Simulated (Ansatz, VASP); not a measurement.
# Zn: VASP beside Ansatz

File INCAR:

```
PREC = Accurate
ENCUT = 600
EDIFF = 1E-6
ISMEAR = 0
SIGMA = 0.1
LREAL = False
LASPH = True
NELM = 100
ALGO = Normal
ISIF = 3
LWAVE = False
LCHARG = False
GGA = PE
IBRION = 2
NSW = 90
EDIFFG = -0.04
```

File KPOINTS:

```
regular mesh
0
Gamma
  6 6 4
```

POSCAR

```
Zn
1.0
    3.4353092614      0.0000000000      0.0000000000
   -1.7176546307      2.9750650902      0.0000000000
    0.0000000000      0.0000000000      4.9695215865
Zn
3
Direct
    0.2500000000      0.1250000000      0.5000000000
    0.8750000000      0.1250000000      0.1666666667
    0.8750000000      0.7500000000      0.8333333333
```

Input for Ansatz:

```yaml
crystal:
  lattice:
    - [3.4353092614, 0.0, 0.0]
    - [-1.7176546307, 2.9750650902, 0.0]
    - [0.0, 0.0, 4.9695215865]
  atoms:
    - { symbol: Zn, position: [0.25, 0.125, 0.5] }
    - { symbol: Zn, position: [0.875, 0.125, 0.1666666667] }
    - { symbol: Zn, position: [0.875, 0.75, 0.8333333333] }
basis:
  ecutwfc: 420
kpoints:
  mp_grid: { grid: [6, 6, 4] }
hamiltonian:
  xc: pbe
scf:
  occupations: { method: gaussian, width: 0.1 }
  lower_state_search: "off"
output:
  forces: true
  stress: true
  eigenvalues: true
relax:
  adjacent_minimum: "off"
  f_tol: 0.04
  max_steps: 70
  cell: { stress_tol: 0.4 }
```

Alike in both runs: task relaxation of cell and atoms; functional PBE; k mesh 6 × 6 × 4; occupations gaussian, width 0.1 eV; no spin polarisation.

|  | VASP | Ansatz |
| --- | --- | --- |
| version | VASP 6.6.1 | Ansatz 0.2.0 |
| potentials or method | VASP PAW PBE potentials, release 64 (Zn) | scalar-relativistic, plane waves, PAW |
| plane-wave cutoff (eV) | 600 | 420 |
| valence electrons in the cell | 36 | 36 |

|  | VASP | Ansatz | Ansatz less VASP |
| --- | --- | --- | --- |
| gap on the k mesh at the Fermi level, each at its own relaxed structure (eV) | none | none | - |
| relaxed volume (Å³/atom) | 16.01 | 15.97 | -0.043 |
| relaxed cell length with the largest relative difference (Å) | 2.937 | 2.933 | -0.0042 |
| energy change over the relaxation (meV/atom) | -755 | -743 | +11.8 |

A gap of «none» marks a metal or a gap that the smearing closes.
